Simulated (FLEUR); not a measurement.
**C under changes of volume**

One of the cells (5.672 Å³/atom); the others are scaled copies at fixed shape and fractional positions:

```
CELL_PARAMETERS angstrom
2.52210 0.00000 0.00000
-1.26105 2.18420 0.00000
0.00000 0.00000 12.35570
ATOMIC_POSITIONS crystal
C 0.66667 0.33333 0.35417
C 0.33333 0.66667 0.85417
C 0.66667 0.33333 0.14583
C 0.33333 0.66667 0.64583
C 0.66667 0.33333 0.47917
C 0.33333 0.66667 0.97917
C 0.66667 0.33333 0.02083
C 0.33333 0.66667 0.52083
C 0.00000 0.00000 0.81250
C 0.00000 0.00000 0.31250
C 0.00000 0.00000 0.68750
C 0.00000 0.00000 0.18750
```

This is a hexagonal form of diamond, not graphite.

* Program: FLEUR MaX-R8.1 (later development tree)
* Functional: Wu-Cohen GGA
* Potentials or basis: all-electron
* Basis: FLAPW
* Kmax: 5.5 1/bohr
* k mesh: 12 × 12 × 3
* Occupations: fermi-dirac, width 0.05 eV
* Spin: no spin polarisation

```csv
volume (Å³/atom),energy over the lowest point (meV/atom),gap on the mesh (eV)
5.332,21.30,4.47
5.445,6.99,4.41
5.672,0.00,4.31
5.899,17.67,4.20
6.012,?,?
```

Q: What does the run at 6.012 Å³/atom give?

A: Energy over the lowest point 34.42 meV/atom; gap on the mesh 4.15 eV.

Worked out: A Birch-Murnaghan fit of order 2 (a polynomial in V^(-2/3)) to the other rows has its minimum at 5.62 Å³/atom with B0 = V·E''(V) = 450 GPa at fixed shape and positions, which overstates the stiffness. It gives 34.21 meV/atom at 6.012 Å³/atom, against the run's 34.42. A straight line through the other rows of the gap, of slope -2.64 eV per unit of ln V, extrapolates to 4.15 eV, against the run's 4.15.

Energies are extrapolated to zero smearing.

Caveats: an odd mesh through Γ misses points on the zone boundary, where band edges often lie.
